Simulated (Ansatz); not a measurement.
## Relaxation of Cu2O

The calculation used DFT PBE, scalar-relativistic, plane waves, PAW (Ansatz). Settings: 420 eV cutoff, 10×10×10 k-mesh, Gaussian smearing of 0.02 eV, no spin polarisation.

What was changed: relaxed at 90 GPa.

Other phases may be more stable at this pressure.

Command:

```bash
ansatz run input.yaml --threads 1 --pin off --max-ram 2560MiB --backend cpu --events-out ev --progress --plain --runs-dir out
```

Input:

```yaml
crystal:
  lattice:
    - [3.8526665517, 0.0, 0.0]
    - [0.0, 3.8526665517, 0.0]
    - [0.0, 0.0, 3.8526665517]
  atoms:
    - { symbol: Cu, position: [0.25, 0.25, 0.25] }
    - { symbol: Cu, position: [0.25, 0.75, 0.75] }
    - { symbol: Cu, position: [0.75, 0.75, 0.25] }
    - { symbol: Cu, position: [0.75, 0.25, 0.75] }
    - { symbol: O, position: [0.0, 0.0, 0.0] }
    - { symbol: O, position: [0.5, 0.5, 0.5] }
basis:
  ecutwfc: 420
kpoints:
  mp_grid: { grid: [10, 10, 10] }
hamiltonian:
  xc: pbe
scf:
  occupations: { method: gaussian, width: 0.02 }
output:
  forces: true
  stress: true
  eigenvalues: true
relax:
  adjacent_minimum: "off"
  f_tol: 0.008
  max_steps: 50
  cell: { stress_tol: 0.08, p_target: 90.0 }
```

F is the free energy. Steps run on the plane waves of an earlier cell, but the last one, and at times one on the way, on a freshly chosen basis, so a repeated geometry can differ a little in energy. The relaxation lowers the enthalpy F + PV at the target pressure, so F itself can rise.

Steps:

```csv
step,F − F(1) (eV),largest force component (eV/Å),V (Å³/atom),P (GPa)
1,0.0000,0.000,9.531,79.80
2,0.5012,0.000,9.370,87.44
3,0.6759,0.000,9.317,90.07
4,0.6794,0.000,9.317,90.00
```

Relaxed structure:

```cif
data_structure
_symmetry_space_group_name_H-M 'P 1'
_symmetry_Int_Tables_number 1
_cell_length_a 3.8236
_cell_length_b 3.8236
_cell_length_c 3.8236
_cell_angle_alpha 90.000
_cell_angle_beta 90.000
_cell_angle_gamma 90.000
_cell_volume 55.90
loop_
_atom_site_label
_atom_site_type_symbol
_atom_site_fract_x
_atom_site_fract_y
_atom_site_fract_z
_atom_site_occupancy
Cu1 Cu 0.25000 0.25000 0.25000 1
Cu2 Cu 0.25000 0.75000 0.75000 1
Cu3 Cu 0.75000 0.75000 0.25000 1
Cu4 Cu 0.75000 0.25000 0.75000 1
O1 O 0.00000 0.00000 0.00000 1
O2 O 0.50000 0.50000 0.50000 1
```

Symmetry: Pn-3m, No. 224, cubic system. The conventional cell has a = 3.824 Å, b = 3.824 Å, c = 3.824 Å, α = 90.00°, β = 90.00°, γ = 90.00°. Cu (site symmetry -3m) has 2 O at 1.66 Å as nearest neighbours. O (site symmetry -43m) has 4 Cu at 1.66 Å as nearest neighbours.

The run converged. The run took 68 s on 1 thread of Arm Neoverse N1 (shared host), peak memory 0.41 GiB.